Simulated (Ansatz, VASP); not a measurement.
# InAs: VASP beside Ansatz, part 2 of 3

Wanted: the spread between two codes on one cell, functional and k mesh. The cell is taken from a series of runs on this material, whose earlier steps may have relaxed, scaled, displaced or heated it; both programs get it as it stands.

VASP 6.6.1 and Ansatz 0.2.0.

So far: The structure; Ansatz: zone-centre phonons, LDA.

### Step 3. VASP: zone-centre phonons, LDA

Level of this step: LDA; plane waves and PAW (As, In_d) (VASP).

The same cell, functional (in two slightly different forms), mesh and smearing now go to VASP, with its own data sets.

Lines of VASP's logs that name or quote its potential files are left out, and so is its time.

INCAR

```
SYSTEM = InAs
PREC = Accurate
ENCUT = 500
EDIFF = 1E-08
NELM = 120
ISMEAR = 0
SIGMA = 0.015
LREAL = .FALSE.
ALGO = Normal
GGA = CA
NBANDS = 15
LORBIT = 11
LWAVE = .FALSE.
LCHARG = .FALSE.
ISIF = 2
ISYM = 2
IBRION = 8
LASPH = .TRUE.
GGA_COMPAT = .FALSE.
EFERMI = MIDGAP
KPAR = 2
```

POSCAR

```
InAs
1.0
    0.0000000000      3.0466501401      2.9224055605
    3.0466501401      0.0000000000      2.9224055605
    3.0466501401      3.0466501401      0.0000000000
As In
1 1
Direct
    0.7499939051      0.7499939051      0.7499779589
    0.0000060949      0.0000060949      0.0000220411
```

KPOINTS

```
Points of the shifted mesh
1728
Reciprocal
 0.0416666667  0.0416666667  0.0416666667 1
 0.0416666667  0.0416666667  0.1250000000 1
 0.0416666667  0.0416666667  0.2083333333 1
 0.0416666667  0.0416666667  0.2916666667 1
 0.0416666667  0.0416666667  0.3750000000 1
 0.0416666667  0.0416666667  0.4583333333 1
 0.0416666667  0.0416666667  0.5416666667 1
 0.0416666667  0.0416666667  0.6250000000 1
 0.0416666667  0.0416666667  0.7083333333 1
 0.0416666667  0.0416666667  0.7916666667 1
 0.0416666667  0.0416666667  0.8750000000 1
 0.0416666667  0.0416666667  0.9583333333 1
 0.0416666667  0.1250000000  0.0416666667 1
 0.0416666667  0.1250000000  0.1250000000 1
 0.0416666667  0.1250000000  0.2083333333 1
 0.0416666667  0.1250000000  0.2916666667 1
 0.0416666667  0.1250000000  0.3750000000 1
 0.0416666667  0.1250000000  0.4583333333 1
 0.0416666667  0.1250000000  0.5416666667 1
 0.0416666667  0.1250000000  0.6250000000 1
 0.0416666667  0.1250000000  0.7083333333 1
 0.0416666667  0.1250000000  0.7916666667 1
 0.0416666667  0.1250000000  0.8750000000 1
 0.0416666667  0.1250000000  0.9583333333 1
 0.0416666667  0.2083333333  0.0416666667 1
 0.0416666667  0.2083333333  0.1250000000 1
 0.0416666667  0.2083333333  0.2083333333 1
 0.0416666667  0.2083333333  0.2916666667 1
 0.0416666667  0.2083333333  0.3750000000 1
 0.0416666667  0.2083333333  0.4583333333 1
 0.0416666667  0.2083333333  0.5416666667 1
 0.0416666667  0.2083333333  0.6250000000 1
 0.0416666667  0.2083333333  0.7083333333 1
 0.0416666667  0.2083333333  0.7916666667 1
 0.0416666667  0.2083333333  0.8750000000 1
 0.0416666667  0.2083333333  0.9583333333 1
 0.0416666667  0.2916666667  0.0416666667 1
 0.0416666667  0.2916666667  0.1250000000 1
 0.0416666667  0.2916666667  0.2083333333 1
 0.0416666667  0.2916666667  0.2916666667 1
 0.0416666667  0.2916666667  0.3750000000 1
 0.0416666667  0.2916666667  0.4583333333 1
 0.0416666667  0.2916666667  0.5416666667 1
 0.0416666667  0.2916666667  0.6250000000 1
 0.0416666667  0.2916666667  0.7083333333 1
 0.0416666667  0.2916666667  0.7916666667 1
 0.0416666667  0.2916666667  0.8750000000 1
 0.0416666667  0.2916666667  0.9583333333 1
 0.0416666667  0.3750000000  0.0416666667 1
 0.0416666667  0.3750000000  0.1250000000 1
 0.0416666667  0.3750000000  0.2083333333 1
 0.0416666667  0.3750000000  0.2916666667 1
 0.0416666667  0.3750000000  0.3750000000 1
 0.0416666667  0.3750000000  0.4583333333 1
 0.0416666667  0.3750000000  0.5416666667 1
 0.0416666667  0.3750000000  0.6250000000 1
 0.0416666667  0.3750000000  0.7083333333 1
 0.0416666667  0.3750000000  0.7916666667 1
 0.0416666667  0.3750000000  0.8750000000 1
 0.0416666667  0.3750000000  0.9583333333 1
 0.0416666667  0.4583333333  0.0416666667 1
 0.0416666667  0.4583333333  0.1250000000 1
 0.0416666667  0.4583333333  0.2083333333 1
 0.0416666667  0.4583333333  0.2916666667 1
 0.0416666667  0.4583333333  0.3750000000 1
 0.0416666667  0.4583333333  0.4583333333 1
 0.0416666667  0.4583333333  0.5416666667 1
 0.0416666667  0.4583333333  0.6250000000 1
 0.0416666667  0.4583333333  0.7083333333 1
 0.0416666667  0.4583333333  0.7916666667 1
 0.0416666667  0.4583333333  0.8750000000 1
 0.0416666667  0.4583333333  0.9583333333 1
 0.0416666667  0.5416666667  0.0416666667 1
 0.0416666667  0.5416666667  0.1250000000 1
 0.0416666667  0.5416666667  0.2083333333 1
 0.0416666667  0.5416666667  0.2916666667 1
 0.0416666667  0.5416666667  0.3750000000 1
 0.0416666667  0.5416666667  0.4583333333 1
 0.0416666667  0.5416666667  0.5416666667 1
 0.0416666667  0.5416666667  0.6250000000 1
 0.0416666667  0.5416666667  0.7083333333 1
 0.0416666667  0.5416666667  0.7916666667 1
 0.0416666667  0.5416666667  0.8750000000 1
 0.0416666667  0.5416666667  0.9583333333 1
 0.0416666667  0.6250000000  0.0416666667 1
 0.0416666667  0.6250000000  0.1250000000 1
 0.0416666667  0.6250000000  0.2083333333 1
 0.0416666667  0.6250000000  0.2916666667 1
 0.0416666667  0.6250000000  0.3750000000 1
 0.0416666667  0.6250000000  0.4583333333 1
 0.0416666667  0.6250000000  0.5416666667 1
 0.0416666667  0.6250000000  0.6250000000 1
 0.0416666667  0.6250000000  0.7083333333 1
 0.0416666667  0.6250000000  0.7916666667 1
 0.0416666667  0.6250000000  0.8750000000 1
 0.0416666667  0.6250000000  0.9583333333 1
 0.0416666667  0.7083333333  0.0416666667 1
 0.0416666667  0.7083333333  0.1250000000 1
 0.0416666667  0.7083333333  0.2083333333 1
 0.0416666667  0.7083333333  0.2916666667 1
 0.0416666667  0.7083333333  0.3750000000 1
 0.0416666667  0.7083333333  0.4583333333 1
 0.0416666667  0.7083333333  0.5416666667 1
 0.0416666667  0.7083333333  0.6250000000 1
 0.0416666667  0.7083333333  0.7083333333 1
 0.0416666667  0.7083333333  0.7916666667 1
 0.0416666667  0.7083333333  0.8750000000 1
 0.0416666667  0.7083333333  0.9583333333 1
 0.0416666667  0.7916666667  0.0416666667 1
 0.0416666667  0.7916666667  0.1250000000 1
 0.0416666667  0.7916666667  0.2083333333 1
 0.0416666667  0.7916666667  0.2916666667 1
[... 1390 lines left out ...]
 0.8750000000  0.4583333333  0.1250000000 1
 0.8750000000  0.4583333333  0.2083333333 1
 0.8750000000  0.4583333333  0.2916666667 1
 0.8750000000  0.4583333333  0.3750000000 1
 0.8750000000  0.4583333333  0.4583333333 1
 0.8750000000  0.4583333333  0.5416666667 1
 0.8750000000  0.4583333333  0.6250000000 1
 0.8750000000  0.4583333333  0.7083333333 1
 0.8750000000  0.4583333333  0.7916666667 1
 0.8750000000  0.4583333333  0.8750000000 1
 0.8750000000  0.4583333333  0.9583333333 1
 0.8750000000  0.5416666667  0.0416666667 1
 0.8750000000  0.5416666667  0.1250000000 1
 0.8750000000  0.5416666667  0.2083333333 1
 0.8750000000  0.5416666667  0.2916666667 1
 0.8750000000  0.5416666667  0.3750000000 1
 0.8750000000  0.5416666667  0.4583333333 1
 0.8750000000  0.5416666667  0.5416666667 1
 0.8750000000  0.5416666667  0.6250000000 1
 0.8750000000  0.5416666667  0.7083333333 1
 0.8750000000  0.5416666667  0.7916666667 1
 0.8750000000  0.5416666667  0.8750000000 1
 0.8750000000  0.5416666667  0.9583333333 1
 0.8750000000  0.6250000000  0.0416666667 1
 0.8750000000  0.6250000000  0.1250000000 1
 0.8750000000  0.6250000000  0.2083333333 1
 0.8750000000  0.6250000000  0.2916666667 1
 0.8750000000  0.6250000000  0.3750000000 1
 0.8750000000  0.6250000000  0.4583333333 1
 0.8750000000  0.6250000000  0.5416666667 1
 0.8750000000  0.6250000000  0.6250000000 1
 0.8750000000  0.6250000000  0.7083333333 1
 0.8750000000  0.6250000000  0.7916666667 1
 0.8750000000  0.6250000000  0.8750000000 1
 0.8750000000  0.6250000000  0.9583333333 1
 0.8750000000  0.7083333333  0.0416666667 1
 0.8750000000  0.7083333333  0.1250000000 1
 0.8750000000  0.7083333333  0.2083333333 1
 0.8750000000  0.7083333333  0.2916666667 1
 0.8750000000  0.7083333333  0.3750000000 1
 0.8750000000  0.7083333333  0.4583333333 1
 0.8750000000  0.7083333333  0.5416666667 1
 0.8750000000  0.7083333333  0.6250000000 1
 0.8750000000  0.7083333333  0.7083333333 1
 0.8750000000  0.7083333333  0.7916666667 1
 0.8750000000  0.7083333333  0.8750000000 1
 0.8750000000  0.7083333333  0.9583333333 1
 0.8750000000  0.7916666667  0.0416666667 1
 0.8750000000  0.7916666667  0.1250000000 1
 0.8750000000  0.7916666667  0.2083333333 1
 0.8750000000  0.7916666667  0.2916666667 1
 0.8750000000  0.7916666667  0.3750000000 1
 0.8750000000  0.7916666667  0.4583333333 1
 0.8750000000  0.7916666667  0.5416666667 1
 0.8750000000  0.7916666667  0.6250000000 1
 0.8750000000  0.7916666667  0.7083333333 1
 0.8750000000  0.7916666667  0.7916666667 1
 0.8750000000  0.7916666667  0.8750000000 1
 0.8750000000  0.7916666667  0.9583333333 1
 0.8750000000  0.8750000000  0.0416666667 1
 0.8750000000  0.8750000000  0.1250000000 1
 0.8750000000  0.8750000000  0.2083333333 1
 0.8750000000  0.8750000000  0.2916666667 1
 0.8750000000  0.8750000000  0.3750000000 1
 0.8750000000  0.8750000000  0.4583333333 1
 0.8750000000  0.8750000000  0.5416666667 1
 0.8750000000  0.8750000000  0.6250000000 1
 0.8750000000  0.8750000000  0.7083333333 1
 0.8750000000  0.8750000000  0.7916666667 1
 0.8750000000  0.8750000000  0.8750000000 1
 0.8750000000  0.8750000000  0.9583333333 1
 0.8750000000  0.9583333333  0.0416666667 1
 0.8750000000  0.9583333333  0.1250000000 1
 0.8750000000  0.9583333333  0.2083333333 1
 0.8750000000  0.9583333333  0.2916666667 1
 0.8750000000  0.9583333333  0.3750000000 1
 0.8750000000  0.9583333333  0.4583333333 1
 0.8750000000  0.9583333333  0.5416666667 1
 0.8750000000  0.9583333333  0.6250000000 1
 0.8750000000  0.9583333333  0.7083333333 1
 0.8750000000  0.9583333333  0.7916666667 1
 0.8750000000  0.9583333333  0.8750000000 1
 0.8750000000  0.9583333333  0.9583333333 1
 0.9583333333  0.0416666667  0.0416666667 1
 0.9583333333  0.0416666667  0.1250000000 1
 0.9583333333  0.0416666667  0.2083333333 1
 0.9583333333  0.0416666667  0.2916666667 1
 0.9583333333  0.0416666667  0.3750000000 1
 0.9583333333  0.0416666667  0.4583333333 1
 0.9583333333  0.0416666667  0.5416666667 1
 0.9583333333  0.0416666667  0.6250000000 1
 0.9583333333  0.0416666667  0.7083333333 1
 0.9583333333  0.0416666667  0.7916666667 1
 0.9583333333  0.0416666667  0.8750000000 1
 0.9583333333  0.0416666667  0.9583333333 1
 0.9583333333  0.1250000000  0.0416666667 1
 0.9583333333  0.1250000000  0.1250000000 1
 0.9583333333  0.1250000000  0.2083333333 1
 0.9583333333  0.1250000000  0.2916666667 1
 0.9583333333  0.1250000000  0.3750000000 1
 0.9583333333  0.1250000000  0.4583333333 1
 0.9583333333  0.1250000000  0.5416666667 1
 0.9583333333  0.1250000000  0.6250000000 1
 0.9583333333  0.1250000000  0.7083333333 1
 0.9583333333  0.1250000000  0.7916666667 1
 0.9583333333  0.1250000000  0.8750000000 1
 0.9583333333  0.1250000000  0.9583333333 1
 0.9583333333  0.2083333333  0.0416666667 1
 0.9583333333  0.2083333333  0.1250000000 1
 0.9583333333  0.2083333333  0.2083333333 1
 0.9583333333  0.2083333333  0.2916666667 1
 0.9583333333  0.2083333333  0.3750000000 1
 0.9583333333  0.2083333333  0.4583333333 1
 0.9583333333  0.2083333333  0.5416666667 1
 0.9583333333  0.2083333333  0.6250000000 1
 0.9583333333  0.2083333333  0.7083333333 1
 0.9583333333  0.2083333333  0.7916666667 1
 0.9583333333  0.2083333333  0.8750000000 1
 0.9583333333  0.2083333333  0.9583333333 1
 0.9583333333  0.2916666667  0.0416666667 1
 0.9583333333  0.2916666667  0.1250000000 1
 0.9583333333  0.2916666667  0.2083333333 1
 0.9583333333  0.2916666667  0.2916666667 1
 0.9583333333  0.2916666667  0.3750000000 1
 0.9583333333  0.2916666667  0.4583333333 1
 0.9583333333  0.2916666667  0.5416666667 1
 0.9583333333  0.2916666667  0.6250000000 1
 0.9583333333  0.2916666667  0.7083333333 1
 0.9583333333  0.2916666667  0.7916666667 1
 0.9583333333  0.2916666667  0.8750000000 1
 0.9583333333  0.2916666667  0.9583333333 1
 0.9583333333  0.3750000000  0.0416666667 1
 0.9583333333  0.3750000000  0.1250000000 1
 0.9583333333  0.3750000000  0.2083333333 1
 0.9583333333  0.3750000000  0.2916666667 1
 0.9583333333  0.3750000000  0.3750000000 1
 0.9583333333  0.3750000000  0.4583333333 1
 0.9583333333  0.3750000000  0.5416666667 1
 0.9583333333  0.3750000000  0.6250000000 1
 0.9583333333  0.3750000000  0.7083333333 1
 0.9583333333  0.3750000000  0.7916666667 1
 0.9583333333  0.3750000000  0.8750000000 1
 0.9583333333  0.3750000000  0.9583333333 1
 0.9583333333  0.4583333333  0.0416666667 1
 0.9583333333  0.4583333333  0.1250000000 1
 0.9583333333  0.4583333333  0.2083333333 1
 0.9583333333  0.4583333333  0.2916666667 1
 0.9583333333  0.4583333333  0.3750000000 1
 0.9583333333  0.4583333333  0.4583333333 1
 0.9583333333  0.4583333333  0.5416666667 1
 0.9583333333  0.4583333333  0.6250000000 1
 0.9583333333  0.4583333333  0.7083333333 1
 0.9583333333  0.4583333333  0.7916666667 1
 0.9583333333  0.4583333333  0.8750000000 1
 0.9583333333  0.4583333333  0.9583333333 1
 0.9583333333  0.5416666667  0.0416666667 1
 0.9583333333  0.5416666667  0.1250000000 1
 0.9583333333  0.5416666667  0.2083333333 1
 0.9583333333  0.5416666667  0.2916666667 1
 0.9583333333  0.5416666667  0.3750000000 1
 0.9583333333  0.5416666667  0.4583333333 1
 0.9583333333  0.5416666667  0.5416666667 1
 0.9583333333  0.5416666667  0.6250000000 1
 0.9583333333  0.5416666667  0.7083333333 1
 0.9583333333  0.5416666667  0.7916666667 1
 0.9583333333  0.5416666667  0.8750000000 1
 0.9583333333  0.5416666667  0.9583333333 1
 0.9583333333  0.6250000000  0.0416666667 1
 0.9583333333  0.6250000000  0.1250000000 1
 0.9583333333  0.6250000000  0.2083333333 1
 0.9583333333  0.6250000000  0.2916666667 1
 0.9583333333  0.6250000000  0.3750000000 1
 0.9583333333  0.6250000000  0.4583333333 1
 0.9583333333  0.6250000000  0.5416666667 1
 0.9583333333  0.6250000000  0.6250000000 1
 0.9583333333  0.6250000000  0.7083333333 1
 0.9583333333  0.6250000000  0.7916666667 1
 0.9583333333  0.6250000000  0.8750000000 1
 0.9583333333  0.6250000000  0.9583333333 1
 0.9583333333  0.7083333333  0.0416666667 1
 0.9583333333  0.7083333333  0.1250000000 1
 0.9583333333  0.7083333333  0.2083333333 1
 0.9583333333  0.7083333333  0.2916666667 1
 0.9583333333  0.7083333333  0.3750000000 1
 0.9583333333  0.7083333333  0.4583333333 1
 0.9583333333  0.7083333333  0.5416666667 1
 0.9583333333  0.7083333333  0.6250000000 1
 0.9583333333  0.7083333333  0.7083333333 1
 0.9583333333  0.7083333333  0.7916666667 1
 0.9583333333  0.7083333333  0.8750000000 1
 0.9583333333  0.7083333333  0.9583333333 1
 0.9583333333  0.7916666667  0.0416666667 1
 0.9583333333  0.7916666667  0.1250000000 1
 0.9583333333  0.7916666667  0.2083333333 1
 0.9583333333  0.7916666667  0.2916666667 1
 0.9583333333  0.7916666667  0.3750000000 1
 0.9583333333  0.7916666667  0.4583333333 1
 0.9583333333  0.7916666667  0.5416666667 1
 0.9583333333  0.7916666667  0.6250000000 1
 0.9583333333  0.7916666667  0.7083333333 1
 0.9583333333  0.7916666667  0.7916666667 1
 0.9583333333  0.7916666667  0.8750000000 1
 0.9583333333  0.7916666667  0.9583333333 1
 0.9583333333  0.8750000000  0.0416666667 1
 0.9583333333  0.8750000000  0.1250000000 1
 0.9583333333  0.8750000000  0.2083333333 1
 0.9583333333  0.8750000000  0.2916666667 1
 0.9583333333  0.8750000000  0.3750000000 1
 0.9583333333  0.8750000000  0.4583333333 1
 0.9583333333  0.8750000000  0.5416666667 1
 0.9583333333  0.8750000000  0.6250000000 1
 0.9583333333  0.8750000000  0.7083333333 1
 0.9583333333  0.8750000000  0.7916666667 1
 0.9583333333  0.8750000000  0.8750000000 1
 0.9583333333  0.8750000000  0.9583333333 1
 0.9583333333  0.9583333333  0.0416666667 1
 0.9583333333  0.9583333333  0.1250000000 1
 0.9583333333  0.9583333333  0.2083333333 1
 0.9583333333  0.9583333333  0.2916666667 1
 0.9583333333  0.9583333333  0.3750000000 1
 0.9583333333  0.9583333333  0.4583333333 1
 0.9583333333  0.9583333333  0.5416666667 1
 0.9583333333  0.9583333333  0.6250000000 1
 0.9583333333  0.9583333333  0.7083333333 1
 0.9583333333  0.9583333333  0.7916666667 1
 0.9583333333  0.9583333333  0.8750000000 1
 0.9583333333  0.9583333333  0.9583333333 1
```

Potentials, in the order of the species: As and In_d (LDA family, release 64).

Started as:

```console
mpirun -np 2 vasp_std
```

Output:

```text
[banner, memory and clock lines left out]
running    2 mpi-ranks, on    1 nodes
[...]
LDA part: xc-table for (Slater(with rela. corr.)+CA(PZ))
 , standard interpolation
 POSCAR, INCAR and KPOINTS ok, starting setup
[...]
entering main loop
       N       E                     dE             d eps       ncg     rms          rms(c)
DAV:   1     0.112019477399E+03    0.11202E+03   -0.82215E+03 52198   0.127E+03
DAV:   2    -0.149903903412E+01   -0.11352E+03   -0.10919E+03 56012   0.302E+02
DAV:   3    -0.913776888029E+01   -0.76387E+01   -0.75950E+01 66960   0.797E+01
DAV:   4    -0.933459288519E+01   -0.19682E+00   -0.19677E+00 63285   0.142E+01
[...]
DAV:  12    -0.902222666092E+01    0.25003E-05   -0.53842E-06 78258   0.321E-02    0.713E-03
DAV:  13    -0.902222671119E+01   -0.50273E-07   -0.71745E-07 65056   0.511E-03    0.150E-03
DAV:  14    -0.902222670617E+01    0.50213E-08   -0.25112E-08 67568   0.238E-03
   1 F= -.90222267E+01 E0= -.90222267E+01  d E =-.770959E-65
 Linear response reoptimize wavefunctions to high precision
DAV:   1    -0.902222670643E+01   -0.25602E-09   -0.40419E-09 56062   0.108E-03
DAV:   2    -0.902222670653E+01   -0.98225E-10   -0.97115E-10 36548   0.247E-04
 Linear response DOF=           4
 Linear response progress:
  Degree of freedom:   1/  4
       N       E                     dE             d eps       ncg     rms          rms(c)
RMM:   1    -0.477362384530E-01   -0.47736E-01    0.63793E-02109274   0.159E+00
RMM:   2    -0.452990773307E-01    0.24372E-02    0.17585E-03 81098   0.596E-01    0.113E-01
RMM:   3    -0.460310495496E-01   -0.73197E-03   -0.20517E-03 95432   0.255E-01    0.481E-02
RMM:   4    -0.462029539398E-01   -0.17190E-03   -0.16289E-04 97457   0.852E-02    0.109E-02
[...]
RMM:   9    -0.462156744668E-01   -0.63981E-06    0.73241E-09 98673   0.449E-04    0.772E-05
RMM:  10    -0.462157396856E-01   -0.65219E-07    0.36421E-08106514   0.179E-04    0.791E-05
RMM:  11    -0.462157359030E-01    0.37826E-08   -0.58750E-08112437   0.715E-05    0.309E-05
 first order change of Fermi-energy   0.31439E+00
 force on displaced ion       1 direction 1 :  -8.021  -0.005   0.002
 Linear response progress:
  Degree of freedom:   2/  4
       N       E                     dE             d eps       ncg     rms          rms(c)
RMM:   1    -0.472571813317E-01   -0.47257E-01    0.64643E-02109917   0.156E+00
RMM:   2    -0.452547823658E-01    0.20024E-02    0.13647E-03 81563   0.577E-01    0.107E-01
RMM:   3    -0.459041686418E-01   -0.64939E-03   -0.19422E-03 95135   0.242E-01    0.461E-02
RMM:   4    -0.460608449974E-01   -0.15668E-03   -0.14849E-04 97163   0.816E-02    0.107E-02
[...]
RMM:  10    -0.460766627994E-01   -0.11008E-06    0.34443E-08108299   0.153E-04    0.815E-05
RMM:  11    -0.460766485063E-01    0.14293E-07   -0.57297E-08110092   0.588E-05    0.281E-05
RMM:  12    -0.460766580560E-01   -0.95496E-08    0.21314E-08105503   0.231E-05    0.405E-06
 first order change of Fermi-energy  -0.63603E+00
 force on displaced ion       1 direction 3 :   0.001   0.001  -7.741
 Linear response progress:
  Degree of freedom:   3/  4
       N       E                     dE             d eps       ncg     rms          rms(c)
RMM:   1    -0.235442381722E+00   -0.23544E+00   -0.87323E-02 70077   0.494E+00
RMM:   2    -0.237897512070E+00   -0.24551E-02   -0.13849E-02 88330   0.106E+00    0.801E-02
RMM:   3    -0.237866665077E+00    0.30847E-04   -0.16033E-03 95842   0.328E-01    0.398E-02
RMM:   4    -0.237685053742E+00    0.18161E-03   -0.14919E-04 97964   0.109E-01    0.204E-02
[...]
RMM:  12    -0.237659251236E+00   -0.10252E-07    0.14239E-07109924   0.816E-05    0.939E-06
RMM:  13    -0.237659282945E+00   -0.31709E-07    0.65206E-08113156   0.480E-05    0.594E-06
RMM:  14    -0.237659291451E+00   -0.85058E-08    0.48387E-08114257   0.303E-05    0.145E-05
 first order change of Fermi-energy  -0.31439E+00
 force on displaced ion       2 direction 1 :  -7.966  -0.005   0.002
 Linear response progress:
  Degree of freedom:   4/  4
       N       E                     dE             d eps       ncg     rms          rms(c)
RMM:   1    -0.235151018518E+00   -0.23515E+00   -0.80905E-02 70058   0.498E+00
RMM:   2    -0.237674436412E+00   -0.25234E-02   -0.13550E-02 88077   0.105E+00    0.774E-02
RMM:   3    -0.237628719864E+00    0.45717E-04   -0.15749E-03 96028   0.324E-01    0.378E-02
RMM:   4    -0.237435280363E+00    0.19344E-03   -0.13866E-04 97660   0.105E-01    0.196E-02
[...]
RMM:  12    -0.237395826772E+00    0.49734E-07    0.64903E-08108691   0.712E-05    0.142E-05
RMM:  13    -0.237395905099E+00   -0.78327E-07    0.36498E-08104964   0.427E-05    0.162E-05
RMM:  14    -0.237395906405E+00   -0.13060E-08    0.17279E-08119158   0.266E-05    0.225E-05
 first order change of Fermi-energy   0.63603E+00
 force on displaced ion       2 direction 3 :   0.002   0.002  -7.701
 Linear response finished
```

[end of part 2 of 3]

[Lines on the potential files, build, host, timing and source positions are cut from VASP's logs without a mark.]

[Logs are printed without paths, hosts, clocks, repeated set-up lines and the standing remarks that a program may print on its own settings, such as how far it seeks lower states.]

[Hosts, paths, dates, database ids (printed as entryN), source tags and the programs' standing remarks are cut or masked in the printed files.]
